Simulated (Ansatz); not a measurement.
# BaZrS3: the band gap up the ladder of functionals

The task here is to estimate one member of a computed series from the others.

The runs shown are made with Ansatz 0.2.0. PAW datasets, plane waves. (Simulation; spin polarisation is off.)

**The system as given**

The cell was relaxed beforehand with r2SCAN.

Space group Pnma (No. 62), orthorhombic; a = 7.130 Å, b = 10.030 Å, c = 7.036 Å in the conventional setting, 25.16 Å³ an atom. Ba has 8 S at 3.17–3.44 Å; Zr has 6 S at 2.55–2.56 Å; S has 2 Zr at 2.55 Å and 2 Ba at 3.17–3.23 Å; S has 2 Zr at 2.55–2.56 Å and 3 Ba at 3.18–3.44 Å.

The structure in full:

```xyz
20
Lattice="7.1303 0.0000 0.0000 0.0000 10.0298 0.0000 0.0000 0.0000 7.0358" Properties=species:S:1:pos:R:3 pbc="T T T"
Ba    0.3342    2.5074    0.0697
Ba    3.2310    7.5223    3.5876
Ba    3.8994    2.5074    3.4482
Ba    6.7961    7.5223    6.9661
Zr    0.0000    0.0000    3.5179
Zr    3.5652    0.0000    0.0000
Zr    3.5652    5.0149    0.0000
Zr    0.0000    5.0149    3.5179
S     7.0889    2.5074    3.9605
S     3.6066    7.5223    0.4426
S     3.5237    2.5074    6.5932
S     0.0414    7.5223    3.0753
S     1.5067    9.7001    5.5487
S     2.0584    0.3297    2.0308
S     5.0719    5.3446    5.0050
S     5.6236    4.6852    1.4871
S     5.6236    0.3297    1.4871
S     5.0719    9.7001    5.0050
S     2.0584    4.6852    2.0308
S     1.5067    5.3446    5.5487
```

The first run:

Input file input.yaml:

```yaml
crystal:
  lattice:
    - [7.1303091886, 0.0, 0.0]
    - [0.0, 10.0297760402, 0.0]
    - [0.0, 0.0, 7.0357836162]
  atoms:
    - { symbol: Ba, position: [0.0468708186, 0.25, 0.0099048991] }
    - { symbol: Ba, position: [0.4531291814, 0.75, 0.5099048991] }
    - { symbol: Ba, position: [0.5468708186, 0.25, 0.4900951009] }
    - { symbol: Ba, position: [0.9531291814, 0.75, 0.9900951009] }
    - { symbol: Zr, position: [0.0, 0.0, 0.5] }
    - { symbol: Zr, position: [0.5, 0.0, 0.0] }
    - { symbol: Zr, position: [0.5, 0.5, 0.0] }
    - { symbol: Zr, position: [0.0, 0.5, 0.5] }
    - { symbol: S, position: [0.9941874504, 0.25, 0.5629070195] }
    - { symbol: S, position: [0.5058125496, 0.75, 0.0629070195] }
    - { symbol: S, position: [0.4941874504, 0.25, 0.9370929805] }
    - { symbol: S, position: [0.0058125496, 0.75, 0.4370929805] }
    - { symbol: S, position: [0.2113102561, 0.9671303266, 0.7886375955] }
    - { symbol: S, position: [0.2886897439, 0.0328696734, 0.2886375955] }
    - { symbol: S, position: [0.7113102561, 0.5328696734, 0.7113624045] }
    - { symbol: S, position: [0.7886897439, 0.4671303266, 0.2113624045] }
    - { symbol: S, position: [0.7886897439, 0.0328696734, 0.2113624045] }
    - { symbol: S, position: [0.7113102561, 0.9671303266, 0.7113624045] }
    - { symbol: S, position: [0.2886897439, 0.4671303266, 0.2886375955] }
    - { symbol: S, position: [0.2113102561, 0.5328696734, 0.7886375955] }
kpoints:
  mp_grid: { grid: [4, 4, 4] }
  band_path:
    path:
      - [[0.0, 0.0, 0.0], [0.5, 0.0, 0.0], [0.5, 0.5, 0.0], [0.0, 0.5, 0.0], [0.0, 0.0, 0.0], [0.0, 0.0, 0.5], [0.5, 0.0, 0.5], [0.5, 0.5, 0.5], [0.0, 0.5, 0.5], [0.0, 0.0, 0.5]]
      - [[0.5, 0.0, 0.0], [0.5, 0.0, 0.5]]
      - [[0.0, 0.5, 0.0], [0.0, 0.5, 0.5]]
      - [[0.5, 0.5, 0.0], [0.5, 0.5, 0.5]]
    npoints: 10
hamiltonian:
  xc: pbe
scf:
  occupations: { method: fermi_dirac, width: 0.02 }
  n_extra_bands: 9
output:
  forces: true
  stress: true
  eigenvalues: true
```

Steps of the session up to this table: Band structure with PBE; r2SCAN at the same geometry; Single point with HSE06; Single point with PBE+SOC; PBE0 at the same geometry.

One of the session's tables, all rows but one given; the rest of the session is left out.

| level | gap (eV) |
| --- | --- |
| PBE | 1.04 |
| r2SCAN | 1.36 |
| HSE06 | 1.80 |
| PBE+SOC | 0.99 |
| PBE0 | ? |

**Question.** Estimate the row for PBE0.

**Answer.** gap (eV): 2.47. In the column «gap (eV)» it is the highest.

Meshes: PBE 4×4×4, r2SCAN 4×4×4, HSE06 2×2×2, PBE+SOC 4×4×4, PBE0 2×2×2

To keep in mind: Warnings in the runs' records: stress scf threshold loose, stress exchange threshold loose.
